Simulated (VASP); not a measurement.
# InP (F-43m) in VASP: settings compared, part 2 of 2

VASP 6.6.1. Earlier steps stand in the parts before.

## Step 4: Single point, LDA (volume scaled by 1.04)

Contents of INCAR:

```
SYSTEM = InP
ALGO = Normal ; EDIFF = 1E-7
ENCUT = 520 ; ISIF = 2
ISMEAR = -1 ; LASPH = .TRUE.
LCHARG = .TRUE. ; LELF = .TRUE.
LREAL = .FALSE. ; LVHAR = .TRUE.
LWAVE = .FALSE. ; NBANDS = 16
NELM = 60 ; PREC = Accurate
SIGMA = 0.05
```

Contents of KPOINTS:

```
k-points
0
G
  8 8 8
  0 0 0
```

Contents of POSCAR:

```
InP
1.0
    0.0000000000      2.9690636329      2.9690636329
    2.9690636329      0.0000000000      2.9690636329
    2.9690636329      2.9690636329      0.0000000000
In P
1 1
Direct
    0.0000000000      0.0000000000      0.0000000000
    0.7500000000      0.7500000000      0.7500000000
```

Potentials or basis: VASP PAW LDA potentials, release 64 (In_d, P).

The run is started by

```bash
$ cat potpaw_LDA.64/In_d/POTCAR potpaw_LDA.64/P/POTCAR > POTCAR
$ mpirun -np 1 vasp_std > vasp.out
```

OUTCAR:

```text
SYSTEM = InP
   EDIFF = 1E-7
   ENCUT = 520
   ISIF = 2
   ISMEAR = -1
   LASPH = .TRUE.
   LREAL = .FALSE.
   NELM = 60
   PREC = Accurate

 ion  position               nearest neighbor table
   1  0.000  0.000  0.000-   2 2.57   2 2.57   2 2.57   2 2.57
   2  0.750  0.750  0.750-   1 2.57   1 2.57   1 2.57   1 2.57

  LATTYP: Found a face centered cubic cell.
 ALAT       =     5.9381272658

  Lattice vectors:

 A1 = (   0.0000000000,   2.9690636329,   2.9690636329)
 A2 = (   2.9690636329,   0.0000000000,   2.9690636329)
 A3 = (   2.9690636329,   2.9690636329,   0.0000000000)

Analysis of symmetry for initial positions (statically):
=====================================================================
 Subroutine PRICEL returns:
 Original cell was already a primitive cell.

 Routine SETGRP: Setting up the symmetry group for a
 face centered cubic supercell.

 Subroutine GETGRP returns: Found 24 space group operations
 (whereof 24 operations were pure point group operations)
 out of a pool of 48 trial point group operations.

The static configuration has the point symmetry T_d .

Analysis of symmetry for dynamics (positions and initial velocities):
=====================================================================
 Subroutine PRICEL returns:
 Original cell was already a primitive cell.

 Routine SETGRP: Setting up the symmetry group for a
 face centered cubic supercell.

 Subroutine GETGRP returns: Found 24 space group operations
 (whereof 24 operations were pure point group operations)
 out of a pool of 48 trial point group operations.

The dynamic configuration has the point symmetry T_d .

 Subroutine INISYM returns: Found 24 space group operations
 (whereof 24 operations are pure point group operations),
 and found     1 'primitive' translations

----------------------------------------------------------------------------------------

                                     Primitive cell

  volume of cell :      52.3466

  direct lattice vectors                    reciprocal lattice vectors
     0.000000000  2.969063633  2.969063633    -0.168403262  0.168403262  0.168403262
     2.969063633  0.000000000  2.969063633     0.168403262 -0.168403262  0.168403262
     2.969063633  2.969063633  0.000000000     0.168403262  0.168403262 -0.168403262

  length of vectors
     4.198890057  4.198890057  4.198890057     0.291683005  0.291683005  0.291683005

  position of ions in fractional coordinates (direct lattice)
     0.000000000  0.000000000  0.000000000
     0.750000000  0.750000000  0.750000000

  ion indices of the primitive-cell ions
   primitive index   ion index
                 1           1
                 2           2

----------------------------------------------------------------------------------------

 KPOINTS: k-points

Automatic generation of k-mesh.
 Grid dimensions read from file:
 generate k-points for:    8    8    8

 Generating k-lattice:

  Cartesian coordinates                     Fractional coordinates (reciprocal lattice)
    -0.021050408  0.021050408  0.021050408     0.125000000  0.000000000  0.000000000
     0.021050408 -0.021050408  0.021050408     0.000000000  0.125000000  0.000000000
     0.021050408  0.021050408 -0.021050408     0.000000000  0.000000000  0.125000000

  Length of vectors
     0.036460376  0.036460376  0.036460376

  Shift w.r.t. Gamma in fractional coordinates (k-lattice)
     0.000000000  0.000000000  0.000000000

 Subroutine IBZKPT returns following result:
 ===========================================

 Found     29 irreducible k-points:

 Following reciprocal coordinates:
            Coordinates               Weight
  0.000000  0.000000  0.000000      1.000000
  0.125000  0.000000  0.000000      8.000000
  0.250000  0.000000  0.000000      8.000000
  0.375000  0.000000  0.000000      8.000000
  0.500000  0.000000  0.000000      4.000000
  0.125000  0.125000  0.000000      6.000000
[... 16 lines left out ...]
  0.500000  0.250000  0.125000     48.000000
 -0.375000  0.250000  0.125000     24.000000
 [... further k-points ...]
   k-points           NKPTS =     29   k-points in BZ     NKDIM =     29   number of bands    NBANDS=     16
   number of dos      NEDOS =    301   number of ions     NIONS =      2
   total plane-waves  NPLWV =  32768
   dimension x,y,z NGX =    32 NGY =   32 NGZ =   32
   dimension x,y,z NGXF=    64 NGYF=   64 NGZF=   64
   ions per type =               1   1
   NGX,Y,Z   is equivalent  to a cutoff of  12.67, 12.67, 12.67 a.u.
   NGXF,Y,Z  is equivalent  to a cutoff of  25.34, 25.34, 25.34 a.u.
 SYSTEM =  InP
   PREC   = accura    normal or accurate (medium, high low for compatibility)
   ISTART =      0    job   : 0-new  1-cont  2-samecut
   ICHARG =      2    charge: 1-file 2-atom 10-const
   ISPIN  =      1    spin polarized calculation?
   LNONCOLLINEAR =      F non collinear calculations
   LSORBIT =      F    spin-orbit coupling
   LASPH  =      T    aspherical Exc in radial PAW
   ENCUT  =  520.0 eV  38.22 Ry    6.18 a.u.   7.81  7.81  7.81*2*pi/ulx,y,z
   NELM   =     60;   NELMIN=  2; NELMDL= -5     # of ELM steps
   EDIFF  = 0.1E-06   stopping-criterion for ELM
   LREAL  =      F    real-space projection
   EDIFFG = 0.1E-05   stopping-criterion for IOM
   NSW    =      0    number of steps for IOM
   IBRION =     -1    ionic relax: 0-MD 1-quasi-New 2-CG
   NFREE  =      0    steps in history (QN), initial steepest desc. (CG)
   ISIF   =      2    stress and relaxation
   ISYM   =      2    0-nonsym 1-usesym 2-fastsym
   POTIM  = 0.5000    time-step for ionic-motion
   TEBEG  =    0.0;   TEEND  =   0.0 temperature during run
   PSTRESS=    0.0 pullay stress
   NELECT =      18.0000    total number of electrons
   NUPDOWN=      -1.0000    fix difference up-down
   EMIN   =  10.00;   EMAX   =-10.00  energy-range for DOS
   EFERMI =   0.00;   METHOD = LEGACY
   ISMEAR =    -1;   SIGMA  =   0.05  broadening in eV -4-tet -1-fermi 0-gaus
   EFERMI_NEDOS =   21; number of points for ismear=-14 and -15
   IALGO  =     38    algorithm
   IMIX   =      4    mixing-type and parameters
     AMIX     =   0.40;   BMIX     =  1.00
     AMIX_MAG =   1.60;   BMIX_MAG =  1.00
  volume/ion in A,a.u.               =      26.17       176.63
  Fermi-wavevector in a.u.,A,eV,Ry     =   1.146928  2.167380 17.897701  1.315444
  Thomas-Fermi vector in A             =   2.283610
   LORBIT       =      0    0 simple, 1 ext, 2 COOP (PROOUT), +10 PAW based schemes
   GGA     = CA    functional components
   LHFCALC =     F    Hartree Fock is set to
   AEXX    =    0.0000 exact exchange contribution
   IVDW    =     0    specifies the selected vdW correction
   LEPSILON=     F    determine dielectric tensor
   LRPA    =     F    only Hartree local field effects (RPA)
 non-spin polarized calculation
  energy-cutoff  :      520.00
  volume of cell :       52.35
 maximum number of plane-waves:      1424
   NGX = 15   NGY = 15   NGZ = 15

 number of electron      18.0000007 magnetization

 Free energy of the ion-electron system (eV)
  ---------------------------------------------------
  ext. energy  EPLUGINS =         0.00000000
  ---------------------------------------------------
  free energy    TOTEN  =        -9.63962055 eV

  energy without entropy =       -9.63946710  energy(sigma->0) =       -9.63954382

 E-fermi :   4.7680     XC(G=0):  -9.4430

 val. band max:        4.5855946514   @ k =   0.0000   0.0000   0.0000
 cond. band min:       4.8830594015   @ k =   0.0000   0.0000   0.0000
 fundamental gap:      0.2974647500
 Fermi energy:         4.7679993418

 k-point     1 :       0.0000    0.0000    0.0000
  band No.  band energies     occupation
      1      -9.5246      2.00000
      2      -9.5246      2.00000
      3      -9.5246      2.00000
      4      -9.3883      2.00000
      5      -9.3883      2.00000
      6      -6.6972      2.00000
[... 8 lines left out ...]
     15      13.9700      0.00000
     16      13.9700      0.00000
[... 419 lines left out ...]
 k-point    24 :      -0.3750    0.2500    0.1250
  band No.  band energies     occupation
      1      -9.6385      2.00000
      2      -9.4819      2.00000
      3      -9.4638      2.00000
      4      -9.3932      2.00000
      5      -9.3769      2.00000
      6      -4.7686      2.00000
[... 8 lines left out ...]
     15      15.0434      0.00000
     16      15.6742      0.00000

 [... further k-points ...]

------------------------ aborting loop because EDIFF is reached ----------------------------------------

  FORCE on cell =-STRESS in cart. coord.  units (eV):
  Direction    XX          YY          ZZ          XY          YZ          ZX
  --------------------------------------------------------------------------------------
  -------------------------------------------------------------------------------------
  Total       -1.1555317     -1.1555317     -1.1555317     -0.0000000      0.0000000      0.0000000
  in kB      -35.3674657    -35.3674657    -35.3674657     -0.0000000      0.0000000      0.0000000
  external PRESSURE =     -35.3674657 kB  Pullay stress =       0.0000000 kB

 VOLUME and BASIS-vectors are now :
 -----------------------------------------------------------------------------
  energy-cutoff  :      520.00
  volume of cell :       52.35
      direct lattice vectors                 reciprocal lattice vectors
     0.000000000  2.969063633  2.969063633    -0.168403262  0.168403262  0.168403262
     2.969063633  0.000000000  2.969063633     0.168403262 -0.168403262  0.168403262
     2.969063633  2.969063633  0.000000000     0.168403262  0.168403262 -0.168403262

 POSITION                                       TOTAL-FORCE (eV/Angst)
 -----------------------------------------------------------------------------------
      0.00000      0.00000      0.00000        -0.000000     -0.000000     -0.000000
      4.45360      4.45360      4.45360         0.000000      0.000000      0.000000
 -----------------------------------------------------------------------------------
    total drift:                                0.000000      0.000000      0.000000

  FREE ENERGIE OF THE ION-ELECTRON SYSTEM (eV)
  ---------------------------------------------------
  free  energy   TOTEN  =        -9.6396205477 eV

  energy  without entropy=       -9.6394670963  energy(sigma->0) =       -9.63954382
```

It took 44 s on 1 thread of AMD EPYC 7R13, shared host; peak memory 0.13 GiB.

What came out:

```
Free energy            : -9.6396 eV
Pressure               : -3.5 GPa
Band gap on the k mesh : 0.30 eV, direct
```

Levels at points of the mesh, in eV from the valence-band top:
```tsv
k point	band 5	band 6	band 7	band 8	band 9	band 10	band 11	band 12	band 13	band 14
(0.00, 0.00, 0.00)	-13.97	-11.28	0.00	0.00	0.00	0.30	3.96	3.96	3.96	8.10
(0.50, 0.00, 0.00)	-13.96	-9.66	-5.63	-0.93	-0.93	1.23	4.69	4.69	6.81	9.05
(0.50, 0.50, 0.00)	-13.94	-9.03	-5.69	-2.23	-2.23	1.66	2.12	8.75	9.17	9.17
```

Caveat: the cell differs from its parent crystal (volume scaled by 1.04); spin-orbit coupling is left out, which moves the levels of the heavy elements.

## Step 5: Single point, LDA (volume scaled by 1.06)

Contents of INCAR:

```
SYSTEM = InP
PREC = Accurate ; ENCUT = 520
EDIFF = 1E-7 ; ISMEAR = -1
SIGMA = 0.05 ; LREAL = .False.
LASPH = .True. ; NELM = 100
ALGO = Normal ; ISIF = 2
LWAVE = .False. ; LCHARG = .False.
NBANDS = 16
```

Contents of KPOINTS:

```
regular mesh
0
Gamma
  8 8 8
  0 0 0
```

Contents of POSCAR:

```
InP
1.0
    0.0000000000      2.9879753761      2.9879753761
    2.9879753761      0.0000000000      2.9879753761
    2.9879753761      2.9879753761      0.0000000000
In P
1 1
Direct
    0.0000000000      0.0000000000      0.0000000000
    0.7500000000      0.7500000000      0.7500000000
```

Potentials or basis: VASP PAW LDA potentials, release 64 (In_d, P).

The run is started by

```bash
$ cat potpaw_LDA.64/In_d/POTCAR potpaw_LDA.64/P/POTCAR > POTCAR
$ mpirun -np 1 vasp_std > vasp.out
```

OUTCAR:

```text
SYSTEM = InP
   PREC = Accurate
   ENCUT = 520
   EDIFF = 1E-7
   ISMEAR = -1
   LREAL = .False.
   LASPH = .True.
   NELM = 100
   ISIF = 2

 ion  position               nearest neighbor table
   1  0.000  0.000  0.000-   2 2.59   2 2.59   2 2.59   2 2.59
   2  0.750  0.750  0.750-   1 2.59   1 2.59   1 2.59   1 2.59

  LATTYP: Found a face centered cubic cell.
 ALAT       =     5.9759507522

  Lattice vectors:

 A1 = (   0.0000000000,   2.9879753761,   2.9879753761)
 A2 = (   2.9879753761,   0.0000000000,   2.9879753761)
 A3 = (   2.9879753761,   2.9879753761,   0.0000000000)

Analysis of symmetry for initial positions (statically):
=====================================================================
 Subroutine PRICEL returns:
 Original cell was already a primitive cell.

 Routine SETGRP: Setting up the symmetry group for a
 face centered cubic supercell.

 Subroutine GETGRP returns: Found 24 space group operations
 (whereof 24 operations were pure point group operations)
 out of a pool of 48 trial point group operations.

The static configuration has the point symmetry T_d .

Analysis of symmetry for dynamics (positions and initial velocities):
[... 161 lines left out ...]
 cond. band min:       4.5810753922   @ k =   0.0000   0.0000   0.0000
 fundamental gap:      0.1943493747
 Fermi energy:         4.5215163959

 k-point     1 :       0.0000    0.0000    0.0000
  band No.  band energies     occupation
      1      -9.6901      2.00000
      2      -9.6901      2.00000
      3      -9.6901      2.00000
      4      -9.5622      2.00000
      5      -9.5622      2.00000
      6      -6.7739      2.00000
[... 433 lines left out ...]
      3      -9.6332      2.00000
      4      -9.5666      2.00000
      5      -9.5515      2.00000
      6      -4.9145      2.00000
[... 8 lines left out ...]
     15      14.7880      0.00000
     16      15.4054      0.00000

 [... further k-points ...]

------------------------ aborting loop because EDIFF is reached ----------------------------------------

  FORCE on cell =-STRESS in cart. coord.  units (eV):
  Direction    XX          YY          ZZ          XY          YZ          ZX
  --------------------------------------------------------------------------------------
  -------------------------------------------------------------------------------------
  Total       -1.5034125     -1.5034125     -1.5034125      0.0000000      0.0000000     -0.0000000
  in kB      -45.1468753    -45.1468753    -45.1468753      0.0000000      0.0000000     -0.0000000
  external PRESSURE =     -45.1468753 kB  Pullay stress =       0.0000000 kB

 VOLUME and BASIS-vectors are now :
 -----------------------------------------------------------------------------
  energy-cutoff  :      520.00
  volume of cell :       53.35
      direct lattice vectors                 reciprocal lattice vectors
     0.000000000  2.987975376  2.987975376    -0.167337390  0.167337390  0.167337390
     2.987975376  0.000000000  2.987975376     0.167337390 -0.167337390  0.167337390
     2.987975376  2.987975376  0.000000000     0.167337390  0.167337390 -0.167337390

 POSITION                                       TOTAL-FORCE (eV/Angst)
 -----------------------------------------------------------------------------------
      0.00000      0.00000      0.00000         0.000000     -0.000000     -0.000000
      4.48196      4.48196      4.48196        -0.000000      0.000000      0.000000
 -----------------------------------------------------------------------------------
    total drift:                                0.000000      0.000000      0.000000

  FREE ENERGIE OF THE ION-ELECTRON SYSTEM (eV)
  ---------------------------------------------------
  free  energy   TOTEN  =        -9.6146059369 eV

  energy  without entropy=       -9.6142991226  energy(sigma->0) =       -9.61445253
```

OSZICAR:

```text
N       E                     dE             d eps       ncg     rms          rms(c)
DAV:   1     0.111834759508E+03    0.11183E+03   -0.83283E+03   936   0.123E+03
DAV:   2    -0.221629528442E+01   -0.11405E+03   -0.10961E+03  1064   0.299E+02
DAV:   3    -0.978952919897E+01   -0.75732E+01   -0.75391E+01  1168   0.751E+01
DAV:   4    -0.100132957992E+02   -0.22377E+00   -0.22369E+00  1272   0.139E+01
DAV:   5    -0.100214549569E+02   -0.81592E-02   -0.81590E-02  1312   0.229E+00    0.528E+00
DAV:   6    -0.965565565690E+01    0.36580E+00   -0.57330E-01  1512   0.118E+01    0.313E+00
DAV:   7    -0.962003290267E+01    0.35623E-01   -0.11779E-01  1352   0.258E+00    0.112E+00
DAV:   8    -0.961472056769E+01    0.53123E-02   -0.10545E-02  1208   0.115E+00    0.270E-01
DAV:   9    -0.961457191549E+01    0.14865E-03   -0.89333E-04  1272   0.331E-01    0.140E-01
DAV:  10    -0.961460172715E+01   -0.29812E-04   -0.11712E-04  1384   0.121E-01    0.838E-02
DAV:  11    -0.961460785925E+01   -0.61321E-05   -0.20672E-05  1384   0.640E-02    0.429E-02
DAV:  12    -0.961460593561E+01    0.19236E-05   -0.36824E-06  1136   0.164E-02    0.736E-03
DAV:  13    -0.961460593686E+01   -0.12501E-08   -0.38983E-07  1176   0.324E-03
   1 F= -.96146059E+01 E0= -.96144525E+01  d E =-.306814E-03
```

Wall time 43 s (1 thread of AMD EPYC 7R13, shared host); peak memory 0.13 GiB.

What came out:

```
Free energy            : -9.6146 eV
Pressure               : -4.5 GPa
Band gap on the k mesh : 0.19 eV, direct
```

Levels at points of the mesh, in eV from the valence-band top:
| k point | band 6 | band 7 | band 8 | band 9 | band 10 | band 11 | band 12 | band 13 |
| --- | --- | --- | --- | --- | --- | --- | --- | --- |
| (0.00, 0.00, 0.00) | -11.16 | 0.00 | 0.00 | 0.00 | 0.19 | 3.96 | 3.96 | 3.96 |
| (0.50, 0.00, 0.00) | -9.59 | -5.54 | -0.91 | -0.91 | 1.18 | 4.69 | 4.69 | 6.76 |
| (0.50, 0.50, 0.00) | -8.99 | -5.62 | -2.17 | -2.17 | 1.69 | 2.12 | 8.64 | 9.04 |

Caveat: the cell differs from its parent crystal (volume scaled by 1.06); spin-orbit coupling is left out, which moves the levels of the heavy elements.

## Step 6: Single point, PBE+D4

This run uses another cell than the first one, of 25.67 Å³/atom, 1.020 times its volume.

Contents of INCAR:

```
PREC     = Accurate       # precision mode
ENCUT    = 520            # plane-wave cutoff, eV
EDIFF    = 1E-6           # SCF threshold, eV
ISMEAR   = -1             # smearing method
SIGMA    = 0.05           # smearing width, eV
LREAL    = F              # projectors in reciprocal space
LASPH    = T              # aspherical terms in the spheres
NELM     = 100            # most SCF steps
ALGO     = Normal         # electronic algorithm
ISIF     = 2              # what is computed and relaxed
LWAVE    = F              # write WAVECAR
LCHARG   = F              # write CHGCAR
GGA      = PE             # functional
IVDW     = 13             # dispersion correction
NBANDS   = 16             # bands
```

Contents of KPOINTS:

```
regular mesh
0
Gamma
  8 8 8
```

Contents of POSCAR:

```
InP
1.0
    0.0000000000      2.9499078504      2.9499078504
    2.9499078504      0.0000000000      2.9499078504
    2.9499078504      2.9499078504      0.0000000000
In P
1 1
Direct
    0.0000000000      0.0000000000      0.0000000000
    0.7500000000      0.7500000000      0.7500000000
```

Potentials or basis: VASP PAW PBE potentials, release 64 (In_d, P).

The run is started by

```bash
$ cat potpaw_PBE.64/In_d/POTCAR potpaw_PBE.64/P/POTCAR > POTCAR
$ mpirun -np 1 vasp_std > vasp.out
```

It took 19 s on 1 thread of AMD EPYC 7R13 (Zen 3), shared host; peak memory 0.15 GiB.

Results (log left out):

| Property | Result |
| --- | --- |
| Free energy | -9.0572 eV |
| Pressure | -0.3 GPa |
| Band gap on the k mesh | 0.60 eV, direct |
| Dispersion energy per atom | -0.330 eV |

Levels at points of the mesh, in eV from the valence-band top:
```csv
k point,band 7,band 8,band 9,band 10,band 11,band 12
"(0.00, 0.00, 0.00)",0.00,0.00,0.00,0.60,4.09,4.09
"(0.50, 0.00, 0.00)",-5.62,-0.94,-0.94,1.45,4.81,4.81
"(0.50, 0.50, 0.00)",-5.66,-2.25,-2.25,1.80,2.27,9.09
```

Caveat: spin-orbit coupling is left out, which moves the levels of the heavy elements.

## Step 7: Overview

```csv
level,potentials or basis,cell,gap on the mesh (eV),pressure (GPa)
LDA,"VASP PAW LDA potentials, release 64 (In_d, P)","a = 4.144 Å, angles 60.0°, 2 atoms",0.51,-1.2
LDA,"VASP PAW LDA potentials, release 64 (In_d, P)","a = 4.172 Å, angles 60.0°, 2 atoms",0.40,-2.4
LDA,"VASP PAW LDA potentials, release 64 (In_d, P)","a = 4.199 Å, angles 60.0°, 2 atoms",0.30,-3.5
LDA,"VASP PAW LDA potentials, release 64 (In_d, P)","a = 4.226 Å, angles 60.0°, 2 atoms",0.19,-4.5
PBE+D4,"VASP PAW PBE potentials, release 64 (In_d, P)","a = 4.172 Å, angles 60.0°, 2 atoms",0.60,-0.3
```

Alike in all rows: task single point; no spin polarisation; k mesh 8 × 8 × 8; cutoff (eV) 520; smearing fermi-dirac 0.05 eV.

Caveats: spin-orbit coupling is left out, which moves the levels of the heavy elements.

Total energies depend on the potentials used, so only differences within one code and one set of settings carry meaning.

## Step 8: Against experiment

Step 6. Measured gap of InP: 1.4236 eV (direct; 1.6 K; a printed reference work, data compilation). This calculation gives 0.60 eV (-0.82 eV). Spin-orbit coupling on In is left out. The value is that of PBE+D4, without temperature or zero-point motion. Semilocal functionals fall short of measured gaps as a rule.
